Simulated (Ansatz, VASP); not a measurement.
**One calculation of TePb, two programs**

INCAR

```
SYSTEM = TePb
PREC     = Accurate       ! precision mode
ENCUT    = 520            ! plane-wave cutoff, eV
EDIFF    = 1E-7           ! SCF threshold, eV
ISMEAR   = 0              ! smearing method
SIGMA    = 0.05           ! smearing width, eV
LREAL    = .False.        ! projectors in reciprocal space
LASPH    = .True.         ! aspherical terms in the spheres
NELM     = 100            ! most SCF steps
ALGO     = Normal         ! electronic algorithm
ISIF     = 2              ! what is computed and relaxed
LWAVE    = .False.        ! write WAVECAR
LCHARG   = .False.        ! write CHGCAR
GGA      = PS             ! functional
NBANDS   = 17             ! bands
```

File KPOINTS:

```
regular mesh
0
Gamma
  8 8 8
  0 0 0
```

Contents of POSCAR:

```
TePb
1.0
    0.0000000000      3.2270000000      3.2270000000
    3.2270000000      0.0000000000      3.2270000000
    3.2270000000      3.2270000000      0.0000000000
Te Pb
1 1
Direct
    0.4972609747      0.5000000000      0.5000000000
    0.0000000000      0.0000000000      0.0000000000
```

Input for Ansatz:

```yaml
crystal:
  lattice:
    - [0.0, 3.227, 3.227]
    - [3.227, 0.0, 3.227]
    - [3.227, 3.227, 0.0]
  atoms:
    - { symbol: Te, position: [0.4972609747, 0.5, 0.5] }
    - { symbol: Pb, position: [0.0, 0.0, 0.0] }
basis:
  ecutwfc: 420
kpoints:
  mp_grid: { grid: [8, 8, 8] }
hamiltonian:
  xc: pbesol
scf:
  occupations: { method: gaussian, width: 0.05 }
output:
  forces: true
  stress: true
  eigenvalues: true
```

Change from the starting cell: all Te atoms moved +0.013 Å, as atom 1 towards its neighbour atom 1 (Te) at 4.564 Å.

Alike in both runs: task single point; functional PBEsol; k mesh 8 × 8 × 8; occupations gaussian, width 0.05 eV; no spin polarisation.

|  | VASP | Ansatz |
| --- | --- | --- |
| version | VASP 6.6.1 | Ansatz 0.2.0 |
| potentials or method | VASP PAW PBE potentials, release 64 (Te, Pb_d) | scalar-relativistic, plane waves, PAW |
| plane-wave cutoff (eV) | 520 | 420 |
| valence electrons in the cell | 20 | 30 |

|  | VASP | Ansatz | Ansatz less VASP |
| --- | --- | --- | --- |
| gap on the k mesh at the Fermi level (eV) | 0.66 | 0.66 | -0.004 |
| least direct gap on the mesh (eV) | 0.66 | 0.66 | -0.004 |
| pressure (GPa) | -0.2 | -0.2 | +0.02 |
| rms of the force components (eV/Å) | 0.003 | 0.003 | -0.0001 |

Atom by atom the forces differ by 0.000 eV/Å (rms over components). The two sets of potentials don't hold the same shells in valence.

Caveats: the PAW data sets were made with another functional, which shifts forces and pressure a little (VASP); spin-orbit coupling is left out, which as a rule narrows the gap of such compounds by several tenths of an eV. A k mesh can miss the band edges.
